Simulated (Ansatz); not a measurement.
# BN: the cost of one run

Program: Ansatz 0.2.0. Level of theory: DFT PBE+D3(BJ), scalar-relativistic, plane waves, PAW. These are calculated values, not measurements.

The COD entry's cell or inner coordinates are ideal or old and differ from later refinements, so a difference from it is no clean test against experiment.

2 further runs of the same task are left out: 1 that didn't finish, 1 set aside as unsound or not needed.

## (1) The structure to begin with

The structure is hexagonal, space group P6_3/mmc (No. 194). The conventional cell has a = 2.506 Å, b = 2.506 Å, c = 6.614 Å, α = 90.00°, β = 90.00°, γ = 120.00°. B (site symmetry -6m2) has 3 N at 1.45 Å as nearest neighbours. N (site symmetry -6m2) is surrounded by 3 B at 1.45 Å.

As a file:

```cif
data_structure
_symmetry_space_group_name_H-M 'P6_3/mmc'
_symmetry_Int_Tables_number 194
_cell_length_a 2.5064
_cell_length_b 2.5064
_cell_length_c 6.6141
_cell_angle_alpha 90.000
_cell_angle_beta 90.000
_cell_angle_gamma 120.000
_cell_volume 35.98
loop_
_atom_site_label
_atom_site_type_symbol
_atom_site_symmetry_multiplicity
_atom_site_Wyckoff_symbol
_atom_site_fract_x
_atom_site_fract_y
_atom_site_fract_z
_atom_site_occupancy
B1 B 2 c 0.33333 0.66667 0.25000 1
N1 N 2 d 0.33333 0.66667 0.75000 1
```

This cell was relaxed beforehand with the same method: volume 9.00 Å³/atom, gap on the mesh 4.27 eV.

## (2) Static run: bands, density of states and charges

input.yaml

```yaml
crystal:
  lattice:
    - [2.5064254127, 0.0, 0.0]
    - [-1.2532127064, 2.1706280801, 0.0]
    - [0.0, 0.0, 6.6141238871]
  atoms:
    - { symbol: B, position: [0.3333333333, 0.6666666667, 0.25] }
    - { symbol: B, position: [0.6666666667, 0.3333333333, 0.75] }
    - { symbol: "N", position: [0.3333333333, 0.6666666667, 0.75] }
    - { symbol: "N", position: [0.6666666667, 0.3333333333, 0.25] }
basis:
  ecutwfc: 420
kpoints:
  mp_grid: { grid: [12, 12, 4] }
  band_path:
    path:
      - [[0.0, 0.0, 0.0], [0.5, 0.0, 0.0], [0.33333333, 0.33333333, 0.0], [0.0, 0.0, 0.0], [0.0, 0.0, 0.5], [0.5, 0.0, 0.5], [0.33333333, 0.33333333, 0.5], [0.0, 0.0, 0.5]]
      - [[0.5, 0.0, 0.5], [0.5, 0.0, 0.0]]
      - [[0.33333333, 0.33333333, 0.5], [0.33333333, 0.33333333, 0.0]]
    npoints: 14
hamiltonian:
  xc: pbe
  dispersion: d3bj
scf:
  occupations: { method: gaussian, width: 0.02 }
  n_extra_bands: 10
output:
  forces: true
  stress: true
  eigenvalues: true
  populations: true
  dos: { projected: true, de: 0.02, nscf_kmesh: { grid: [18, 18, 6] } }
  bader: true
  write_density: true
  write_potential: true
  elf: true
  volumetric_format: npy
```

Started as:

```bash
> ansatz run input.yaml --threads 1 --pin off --max-ram 2560MiB --backend cpu --events-out ev --progress --plain --runs-dir out
```

Q: Estimate wall time and peak memory on 1 thread of Arm Neoverse N1, shared host.

About 65 s, with a peak of 0.32 GiB.
